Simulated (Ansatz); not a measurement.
# Co: the cost of one run

Program: Ansatz 0.2.0. Level of theory: DFT PBE, scalar-relativistic, plane waves, PAW. These are calculated values, not measurements.

2 further runs of the same task are left out: 1 that didn't finish, 1 set aside as unsound or not needed.

## (1) The starting structure

Symmetry: P6_3/mmc, No. 194, hexagonal system. Conventional cell: a = 2.492 Å, b = 2.492 Å, c = 4.034 Å, α = 90.00°, β = 90.00°, γ = 120.00°. Co (site symmetry -6m2) is surrounded by 12 Co at 2.48 to 2.49 Å.

As a file:

```xyz
2
Lattice="2.4923 0.0000 0.0000 -1.2461 2.1584 0.0000 0.0000 0.0000 4.0337" Properties=species:S:1:pos:R:3 pbc="T T T"
Co    0.0000    1.4389    1.0084
Co    1.2461    0.7195    3.0253
```

This cell was relaxed beforehand with the same method: volume 10.85 Å³/atom, gap on the mesh none (metal), site moments up to 1.7 μB.

## (2) Bands, states and charges

File input.yaml:

```yaml
crystal:
  lattice:
    - [2.4922744508, 0.0, 0.0]
    - [-1.2461372254, 2.1583729876, 0.0]
    - [0.0, 0.0, 4.0336831007]
  atoms:
    - { symbol: Co, position: [0.3333333333, 0.6666666667, 0.25], spin: 1.84 }
    - { symbol: Co, position: [0.6666666667, 0.3333333333, 0.75], spin: 1.84 }
basis:
  ecutwfc: 420
kpoints:
  mp_grid: { grid: [18, 18, 10] }
  band_path:
    path:
      - [[0.0, 0.0, 0.0], [0.5, 0.0, 0.0], [0.33333333, 0.33333333, 0.0], [0.0, 0.0, 0.0], [0.0, 0.0, 0.5], [0.5, 0.0, 0.5], [0.33333333, 0.33333333, 0.5], [0.0, 0.0, 0.5]]
      - [[0.5, 0.0, 0.5], [0.5, 0.0, 0.0]]
      - [[0.33333333, 0.33333333, 0.5], [0.33333333, 0.33333333, 0.0]]
    npoints: 14
hamiltonian:
  xc: pbe
scf:
  occupations: { method: gaussian, width: 0.1 }
  n_extra_bands: 6
output:
  forces: true
  stress: true
  eigenvalues: true
  populations: true
  dos: { projected: true, de: 0.02, nscf_kmesh: { grid: [27, 27, 15] } }
  bader: true
  write_density: true
  write_potential: true
  elf: true
  volumetric_format: npy
magnetization:
  spin_polarized: true
checkpoint:
  read: start.run
  write: ck
  compress: false
  write_wavefunctions: false
  write_every: 100000
```

Run with:

```console
$ ansatz run input.yaml --threads 1 --pin off --max-ram 2560MiB --backend cpu --events-out ev --progress --plain --runs-dir out
```

What time and memory should one allow on 1 thread of Arm Neoverse V2, shared host?

About 36 s, with a peak of 0.47 GiB.
